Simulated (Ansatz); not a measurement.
input.yaml

```yaml
crystal:
  lattice:
    - [3.5342000166, 0.0, 0.0]
    - [0.0, 3.5342000166, 0.0]
    - [0.0, 0.0, 3.5342000166]
  atoms:
    - { symbol: Na, position: [0.0, 0.0, 0.0] }
    - { symbol: Cl, position: [0.5, 0.5, 0.5] }
basis:
  ecutwfc: 420
kpoints:
  mp_grid: { grid: [6, 6, 6] }
hamiltonian:
  xc: lda
scf:
  occupations: { method: gaussian, width: 0.02 }
output:
  forces: true
  stress: true
  eigenvalues: true
```

It can be run as
```bash
ansatz run input.yaml --threads 1 --pin off --backend cpu --events-out ev --progress --plain --runs-dir out  # memory cap (--max-ram) not shown
```

Method: Ansatz 0.2.0, DFT LDA, scalar-relativistic, plane waves, PAW.

From the run's log, abridged:

```
Pseudopotentials: kind: paw
Pseudopotential: Na, paw, valence charge 9, recommended cutoff 420 eV (normal)
Pseudopotential: Cl, paw, valence charge 7, recommended cutoff 420 eV (normal)
Functional definition: SPW92
Crystal: 2 atoms, lattice volume = 44.144 Å³
Basis set: ecut = 420 eV, 847 PW (Γ)
Bands: 12, of which v1, the nominal top of the filled ones, is band 8 counted from 1 (7 counted from 0)
Symmetry: 48 space group operations
Space group: Pm-3m (ITA 221), of the structure as read, at distance tolerance 3.5e-5 Å
k-points: 20 of 216
Initial density: superposition of atomic densities (neutral atoms: chi_scale 0, normalization atom), corrected by the library's trained network
Initial wavefunctions: pseudopotential atomic-orbital guess
Functional: x = slater, c = lda
SCF iter   1: F=—  HF=-2513.998222 eV  |F-HF|=—  |Δ(HF+E_count)|=         —  Δρ=7.12e-3  dr2=1.69e-2  ethr=1.77e-3  ⟨swp⟩=6.0  Hψ=1391  notcnv=0
SCF iter   2: F=—  HF=-2513.988610 eV  |F-HF|=—  |Δ(HF+E_count)|=   9.61e-3  Δρ=2.51e-3  dr2=1.98e-3  ethr=1.06e-4  ⟨swp⟩=2.9  Hψ=627  notcnv=0
SCF iter   3: F=—  HF=-2513.987940 eV  |F-HF|=—  |Δ(HF+E_count)|=   6.71e-4  Δρ=6.91e-4  dr2=1.35e-4  ethr=1.24e-5  ⟨swp⟩=2.4  Hψ=378  notcnv=0
SCF iter   4: F=—  HF=-2513.987911 eV  |F-HF|=—  |Δ(HF+E_count)|=   2.86e-5  Δρ=2.93e-4  dr2=6.08e-5  ethr=8.45e-7  ⟨swp⟩=2.0  Hψ=320  notcnv=0
SCF iter   5: F=—  HF=-2513.987874 eV  |F-HF|=—  |Δ(HF+E_count)|=   3.70e-5  Δρ=3.83e-5  dr2=9.88e-7  ethr=3.80e-7  ⟨swp⟩=2.1  Hψ=297  notcnv=0
SCF iter   6: F=—  HF=-2513.987874 eV  |F-HF|=—  |Δ(HF+E_count)|=   1.64e-7  Δρ=1.77e-5  dr2=2.18e-7  ethr=6.25e-10  ⟨swp⟩=6.0  Hψ=1126  notcnv=0
SCF iter   7: F=-2513.987874 eV  HF=-2513.987874 eV  |F-HF|=9.99e-9  |Δ(HF+E_count)|=   7.44e-8  Δρ=4.15e-6  dr2=1.23e-8  ethr=6.25e-10  ⟨swp⟩=4.0  Hψ=652  notcnv=0
SCF 1 converged in 7 iterations: F = -2513.987874 eV  dr2 = 1.23e-8
SCF converged after 7 iterations
Free energy (F): -2513.987874 eV
Harris-Foulkes:  -2513.987874 eV  (|F-HF|=9.99e-9)
Internal energy: -2513.987874 eV  (E = F + TS)
E sigma→0 (E₀):  -2513.987874 eV
Fermi energy:    3.626929 eV
--- Per-component energies (eV) ---
  E_band       = -235.317503
  E_kinetic    = 281.618440
  E_local      = -1488.727629  (includes V_loc(G=0)·N_el)
  E_nonlocal   = 146.603448
  E_hartree    = 517.524451
  E_xc         = -144.171653
  E_vxc        = -171.241648  (∫ρ·V_xc dr)
  E_paw        = -869.907782  (= ΣΔE_a)
  E_vpaw       = -38.618343  (= ΣTr[D̂ρ^β])
  E_aug_tail   = 0.000097  (compensation charges beyond the density's cutoff)
  E_ewald      = -957.258628
  E_core_change = 0.331382  (= ΣΔE_core)
  E_smearing   =  0.000000  (= −TS)
--- Forces (eV/Å), atoms counted from 1 ---
  atom   1  Na     0.00000000     0.00000000     0.00000000
  atom   2  Cl     0.00000000     0.00000000     0.00000000
--- Stress (GPa, compression-positive) ---
       -3.567926       0.000000       0.000000
        0.000000      -3.567926       0.000000
        0.000000       0.000000      -3.567926
  P = ⅓ Tr σ = -3.5679 GPa (-35.679 kbar)
--- Band table (eV; the first three rows and the last of 20) ---
  k-point 0: bands = ["-47.6931", "-20.1785", "-20.1785", "-20.1785", "-11.3764", "1.3819", "1.3819", "1.3819", "5.3854", "10.1203", "10.1203", "16.9110"]
  k-point 1: bands = ["-47.6928", "-20.1882", "-20.1777", "-20.1777", "-11.2955", "0.5803", "1.4380", "1.4380", "6.1218", "10.4186", "10.6021", "15.2196"]
  k-point 2: bands = ["-47.6920", "-20.2075", "-20.1760", "-20.1760", "-11.1247", "-0.5827", "1.5549", "1.5549", "7.4007", "10.6607", "11.2597", "13.8050"]
  k-point 19: bands = ["-47.6888", "-20.2040", "-20.2040", "-20.2040", "-10.5172", "0.0534", "0.0534", "0.0534", "8.6233", "8.6233", "8.6233", "12.9657"]
```

Self-consistency was reached.